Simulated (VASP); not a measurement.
Runs of VASP 6.6.1 on NiO. Symmetry: Fm-3m, No. 225, cubic system. Conventional cell: a = 4.183 Å, b = 4.183 Å, c = 4.183 Å, α = 90.00°, β = 90.00°, γ = 90.00°. Around Ni (site symmetry m-3m) lie 6 O at 2.09 Å. O (site symmetry m-3m) is surrounded by 6 Ni at 2.09 Å. 

| level | potentials or basis | spin | U | fixed moment (μB) | gap on the mesh (eV) | pressure (GPa) | moment (μB) |
| --- | --- | --- | --- | --- | --- | --- | --- |
| PBE+U | VASP PAW PBE potentials, release 64 (Ni, O) | collinear, ferromagnetic start | Ni d U = 7 eV | - | 2.85 | 0.9 | 2.00 |
| PBE+U | VASP PAW PBE potentials, release 64 (Ni, O) | collinear, random start | Ni d U = 8 eV | - | 3.02 | -0.5 | 2.00 |
| PBE+U | VASP PAW PBE potentials, release 64 (Ni, O) | collinear, random start | Ni d U = 7 eV | - | 2.85 | 1.0 | 2.00 |
| PBE+U | VASP PAW PBE potentials, release 64 (Ni, O) | collinear, ferromagnetic start | Ni d U = 8 eV | - | 3.02 | -0.5 | 2.00 |
| LDA+U | VASP PAW LDA potentials, release 64 (Ni, O) | collinear, ferromagnetic start | Ni d U = 8 eV | - | 2.75 | -19.7 | 2.00 |
| PBE+U | VASP PAW PBE potentials, release 64 (Ni, O) | non-collinear, random start, SOC | Ni d U = 7 eV | - | - | 1.0 | 2.00 |
| PBE+U | VASP PAW PBE potentials, release 64 (Ni, O) | collinear, ferromagnetic start | Ni d U = 8 eV | 4 | - | 82.2 | 4.00 |
| PBE+U | VASP PAW PBE potentials, release 64 (Ni, O) | collinear, ferromagnetic start | Ni d U = 7 eV | 1 | - | (a) | 1.00 |

Alike in all rows: task single point; cell as given; k mesh 8 × 8 × 8; cutoff (eV) 520; smearing gaussian 0.05 eV.

Question: Estimate the missing entries.

Answer: (a) -5.7.

Caveats: a cell with one magnetic atom can't hold antiferromagnetic order, which such compounds often take; the total moment is fixed, so each spin has its own Fermi level (some runs); the moment is held away from its start (some runs); a pressure of tens of GPa on the cell as given is suspect, and the run, the potentials or the cell itself is likely at fault (some runs).

A k mesh can miss the band edges.
